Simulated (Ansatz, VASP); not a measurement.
**Mo: VASP beside Ansatz**

INCAR

```
SYSTEM = Mo
PREC = Accurate ; ENCUT = 520
EDIFF = 1E-6 ; ISMEAR = 0
SIGMA = 0.15 ; LREAL = .False.
LASPH = .True. ; NELM = 100
ALGO = Fast ; ISIF = 2
LWAVE = .False. ; LCHARG = .False.
GGA = PE ; NBANDS = 13
```

File KPOINTS:

```
regular mesh
0
Gamma
  20 20 20
  0 0 0
```

Contents of POSCAR:

```
Mo
1.0
   -1.5012222402      1.6592456339      1.5802339370
    1.5012222402     -1.6592456339      1.5802339370
    1.5012222402      1.6592456339     -1.5802339370
Mo
1
Direct
    0.0000000000      0.0000000000      0.0000000000
```

Input for Ansatz:

```yaml
crystal:
  lattice:
    - [-1.5012222402, 1.6592456339, 1.580233937]
    - [1.5012222402, -1.6592456339, 1.580233937]
    - [1.5012222402, 1.6592456339, -1.580233937]
  atoms:
    - { symbol: Mo, position: [0.0, 0.0, 0.0] }
basis:
  ecutwfc: 420
kpoints:
  mp_grid: { grid: [20, 20, 20] }
hamiltonian:
  xc: pbe
  pseudopotentials: { kind: paw, azcp: { folder: soft_1 } }
scf:
  occupations: { method: gaussian, width: 0.15 }
output:
  forces: true
  stress: true
  eigenvalues: true
  write_density: true
  write_potential: true
  elf: true
  volumetric_format: npy
```

Change from the starting cell: strain +e along x and -e along y -0.0500, strain +e along z and -e/2 along x and y +0.0000.

Alike in both runs: task single point; functional PBE; k mesh 20 × 20 × 20; occupations gaussian, width 0.15 eV; no spin polarisation.

```csv
,VASP,Ansatz
version,VASP 6.6.1,Ansatz 0.2.0
potentials or method,"VASP PAW PBE potentials, release 64 (Mo_sv)","scalar-relativistic, plane waves, PAW"
plane-wave cutoff (eV),520,420
valence electrons in the cell,14,14
```

Ansatz gave:

| Quantity | Value |
| --- | --- |
| gap on the k mesh at the Fermi level (eV) | none |
| pressure (GPa) | 1.7 |
| largest component of the traceless stress (GPa) | 15.04 |

Task: Estimate VASP's values.

Result: gap on the k mesh at the Fermi level (eV): none; pressure (GPa): 2.2; largest component of the traceless stress (GPa): 15.03.

A gap of «none» marks a metal or a gap that the smearing closes.
